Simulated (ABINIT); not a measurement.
Here is an ABINIT 10.8.3 (patched build) calculation.

The input run.py:

```python
import json, os
import numpy as np
from ase.units import GPa
from ase.calculators.abinit import Abinit, AbinitProfile
from ase.io import read

atoms = read('POSCAR')

profile = AbinitProfile(command='abinit', pp_paths=[os.path.abspath('pseudos')])
params = dict(
    pps='pawxml', xc='PBE',
    ecut=462.5936,
    pawecutdg=925.1871,
    kptopt=1,
    ngkpt=[13, 13, 13],
    nshiftk=1,
    shiftk=[0.0, 0.0, 0.0],
    ixc=11,
    nband=11,
    occopt=3,
    tsmear=0.05,
    nstep=100,
    tolvrs=1e-09,
    prtwf=0,
    prtden=0,
)

atoms.calc = Abinit(profile=profile, directory='run', **params)
energy = atoms.get_potential_energy()
forces = atoms.get_forces()
stress = atoms.get_stress()
print(f'energy {energy:.6f} eV')
print('forces (eV/A)')
print(np.round(forces, 5))
print('stress (GPa, Voigt, tension positive)', np.round(stress / GPa, 4))
json.dump(dict(energy=energy, forces=forces.tolist(), stress=stress.tolist(), cell=atoms.cell.tolist(), frac=atoms.get_scaled_positions(wrap=False).tolist()), open('results.json', 'w'))
```

The input POSCAR:

```
Ga
1.0
   -1.3843987196      1.3843987196      2.3112238365
    1.3843987196     -1.3843987196      2.3112238365
    1.3843987196      1.3843987196     -2.3112238365
Ga
1
Direct
    0.0000000000      0.0000000000      0.0000000000
```

Potentials or basis: JTH PAW PBE v2.0.

Launch:

```bash
$ python run.py
```

Q: What does it give for the band gap on the k mesh?

A: None (metal or under the smearing width).

Q: Predict the pressure.

A: 3.3 GPa.

Stress tensor (GPa, compression positive):
```
3.42 0.00 0.00
0.00 3.42 0.00
0.00 0.00 2.96
```
